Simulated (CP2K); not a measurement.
Runs of CP2K 2026.2 on La. Symmetry: P6_3/mmc, No. 194, hexagonal system. The conventional cell has a = 3.750 Å, b = 3.750 Å, c = 6.070 Å, α = 90.00°, β = 90.00°, γ = 120.00°. Around La (site symmetry -6m2) lie 12 La at 3.73 to 3.75 Å. This isn't the form of La at room conditions, which is double hcp.

| task | level | potentials or basis | cell | k mesh | smearing | EPS_DEFAULT | k points reduced by the point group | NGRIDS | potentials | points a segment of the path (NPOINTS) | gap on the mesh (eV) | pressure (GPa) |
| --- | --- | --- | --- | --- | --- | --- | --- | --- | --- | --- | --- | --- |
| band structure | TB-mBJ | GTH_POTENTIALS La GTH-PBE-q11; TZVP-MOLOPT-SR-GTH basis | as given | 8 × 8 × 5 | fermi-dirac 0.01 eV | 1.0E-9 | yes | 4 | La GTH-PBE-q11 of GTH_POTENTIALS | 10 | none | - |
| band structure | PBE | GTH_POTENTIALS La GTH-PBE-q11; TZVP-MOLOPT-SR-GTH basis | as given | 8 × 8 × 5 | fermi-dirac 0.0259 eV | 1.0E-9 | yes | 5 | La GTH-PBE-q11 of GTH_POTENTIALS | 8 | none | 1.8 |
| band structure | r2SCAN | POTENTIAL_UZH La GTH-SCAN-q11; TZVP-MOLOPT-SR-GTH basis | as given | 8 × 8 × 5 | fermi-dirac 0.01 eV | 1.0E-10 | yes | 5 | La GTH-SCAN-q11 of POTENTIAL_UZH | 8 | none | 1.9 |
| band structure | LDA | GTH_POTENTIALS La GTH-PADE-q11; TZVP-MOLOPT-SR-GTH basis | as given | 8 × 8 × 5 | fermi-dirac 0.01 eV | 1.0E-9 | yes | 4 | La GTH-PADE-q11 of GTH_POTENTIALS | 6 | none | -1.7 |
| relaxation of cell and atoms | PBE | GTH_POTENTIALS La GTH-PBE-q11; TZVP-MOLOPT-SR-GTH basis | relaxed | 6 × 6 × 4 | fermi-dirac 0.05 eV | 1.0E-10 | - | 4 | La GTH-PBE-q11 of GTH_POTENTIALS | - | none | 0.0 |
| band structure | PBEsol | GTH_POTENTIALS La GTH-PBE-q11; TZVP-MOLOPT-SR-GTH basis | as given | 8 × 8 × 5 | fermi-dirac 0.05 eV | 1.0E-10 | yes | 5 | La GTH-PBE-q11 of GTH_POTENTIALS | 10 | none | (a) |
| band structure | PBE | GTH_POTENTIALS La GTH-PBE-q11; TZVP-MOLOPT-SR-GTH basis | as given | 8 × 8 × 5 | fermi-dirac 0.1 eV | 1.0E-10 | yes | 5 | La GTH-PBE-q11 of GTH_POTENTIALS | 6 | none | 1.8 |
| single point | LDA | GTH_POTENTIALS La GTH-PADE-q11; TZVP-MOLOPT-SR-GTH basis | as given | 8 × 8 × 5 | gaussian 0.05 eV | 1.0E-10 | yes | 5 | La GTH-PADE-q11 of GTH_POTENTIALS | - | none | -1.7 |

Alike in all rows: no spin polarisation.

Fill in the values left out.

(a) -0.3.

Caveats: the basis of atomic orbitals isn't converged, which shifts pressures, moduli and gaps; the potentials were made for another functional, which shifts forces and pressure (some runs); this is a model potential without an energy functional, so only levels have meaning (some runs); the printed path begins after the first move (some runs).

A k mesh can miss the band edges, and the runs leave out spin-orbit coupling on La.

A gap of «none» marks a metal or a gap under the smearing width.

Not every run made on this cell is shown here.
